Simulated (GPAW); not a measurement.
# BeTe: single point with LDA

The system is BeTe.

```
Te Be
1.0
     0.00000    2.77000    2.77000
     2.77000    0.00000    2.77000
     2.77000    2.77000    0.00000
Te Be
1 1
Direct
  0.75000 0.75000 0.75000
  0.00000 0.00000 0.00000
```

- Program: GPAW 26.7.0
- Task: single point
- Functional: LDA
- Potentials or basis: the program's PAW data sets (release 1.2.1) made for this functional
- Cutoff: 600 eV
- Basis: pw
- k mesh: 7 × 7 × 7
- Occupations: fermi-dirac, width 0.05 eV
- Spin: no spin polarisation

- Pressure: 0.5 GPa
- Band gap on the k mesh: 1.84 eV, indirect (least direct gap 3.58 eV)

Levels at points of the mesh, in eV from the valence-band top:
```
           k point  band 2  band 3  band 4  band 5  band 6  band 7
(0.00, 0.00, 0.00)    0.00    0.00    0.00    3.58    3.58    3.58
```

It took 4 s on 1 thread of Intel(R) Xeon(R) 6975P-C (Granite Rapids) (shared host), peak memory 0.14 GiB.

Caveat: the cutoff is short for stress and forces, so pressures can be off by a GPa or more; spin-orbit coupling is left out, which moves the levels of the heavy elements; an odd mesh through Γ misses points on the zone boundary, where band edges often lie. LDA gaps usually lie below the measured ones, often by a third to a half.
